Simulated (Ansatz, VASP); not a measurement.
## Si in VASP and in Ansatz

```
CELL_PARAMETERS angstrom
0.00000 2.72185 2.72185
2.72185 0.00000 2.72185
2.72185 2.72185 0.00000
ATOMIC_POSITIONS crystal
Si 0.25000 0.25000 0.25000
Si 0.00000 0.00000 0.00000
```

Alike in both runs: task relaxation of cell and atoms; functional PBE; dispersion D3(BJ); k mesh 8 × 8 × 8; occupations gaussian, width 0.02 eV; no spin polarisation.

|  | VASP | Ansatz |
| --- | --- | --- |
| version | VASP 6.6.1 | Ansatz 0.2.0 |
| potentials or method | VASP PAW PBE potentials, release 64 (Si) | scalar-relativistic, plane waves, PAW |
| plane-wave cutoff (eV) | 600 | 420 |
| valence electrons in the cell | 8 | 8 |

```tsv
	VASP	Ansatz	Ansatz less VASP
gap on the k mesh at the Fermi level, each at its own relaxed structure (eV)	0.61	0.61	-0.001
relaxed volume (Å³/atom)	19.90	19.92	+0.017
relaxed cell length with the largest relative difference (Å)	3.833	3.834	+0.0011
```

A k mesh can miss the band edges.
